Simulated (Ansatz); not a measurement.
Wanted: the native input for an Ansatz 0.2.0 run.

```yaml
Task: band structure
Functional: LDA
Potentials_or_basis: Ansatz PAW
Cutoff: "420 eV (not typed: the program's choice for these potentials)"
k_mesh: 11 × 11 × 10
Occupations: fermi-dirac, width 0.05 eV
Spin: no spin polarisation
Hubbard_terms: Cu d U = 4.5 eV
Path: "[[\"G\", \"M\", \"K\", \"G\", \"A\", \"L\", \"H\", \"A\"], [\"L\", \"M\"], [\"K\", \"H\"]]"
Points_for_each_segment_of_the_path: 14
Hubbard_projectors: ortho-atomic (the default)
Double_counting: fll (the default)
```

Crystal: CuO.

```xyz
2
Lattice="2.8363 0.0000 0.0000 -1.4182 2.4563 0.0000 0.0000 0.0000 2.7681" Properties=species:S:1:pos:R:3 pbc="T T T"
Cu    0.0000    0.0000    0.0000
O     1.4182    0.8188    1.3841
```

Measurements of this composition are mostly on another form, of space group No. 15.

One way to write it, as run:

input.yaml

```yaml
crystal:
  lattice:
    - [2.83632511, 0.0, 0.0]
    - [-1.41816255, 2.4563296, 0.0]
    - [0.0, 0.0, 2.76811278]
  atoms:
    - { symbol: Cu, position: [0.0, 0.0, 0.0] }
    - { symbol: O, position: [0.6666666667, 0.3333333333, 0.5] }
hamiltonian:
  xc: lda
  pseudopotentials: { kind: paw }
  hubbard: { sites: [{ species: Cu, l: d, u_eff: 4.5 }] }
kpoints:
  mp_grid: { grid: [11, 11, 10] }
  band_path:
    path:
      - [[0.0, 0.0, 0.0], [0.5, 0.0, 0.0], [0.3333333333, 0.3333333333, 0.0], [0.0, 0.0, 0.0], [0.0, 0.0, 0.5], [0.5, 0.0, 0.5], [0.3333333333, 0.3333333333, 0.5], [0.0, 0.0, 0.5]]
      - [[0.5, 0.0, 0.5], [0.5, 0.0, 0.0]]
      - [[0.3333333333, 0.3333333333, 0.0], [0.3333333333, 0.3333333333, 0.5]]
    npoints: 14
scf:
  occupations: { method: fermi_dirac, width: 0.05 }
  n_extra_bands: 6
output:
  forces: true
  stress: true
  eigenvalues: true
  fatbands: false
```

Potentials or basis: Ansatz PAW.

Command:

```sh
$ ansatz run input.yaml --threads 2 --pin off --max-ram 5632MiB --backend cpu --events-out ev --progress --plain --runs-dir out
```

It gave:

```yaml
Pressure: -13.4 GPa
Band_gap_on_the_k_mesh: none (metal or under the smearing width)
```

Caveat: the pressure holds a Pulay correction of +1.0 GPa for the finite cutoff; an odd number of electrons without spin polarisation forces a metal; a magnetic or distorted state may lie lower; the run has no spin polarisation, though such a crystal can be magnetic; U without spin polarisation on a metal has little footing; the PAW data sets come from PBE, with cores solved anew for the run's functional, which leaves a small shift of forces and pressure.

Wall time 3.9 s on 2 threads of Arm Neoverse V2 (shared host), peak memory 0.3 GiB.
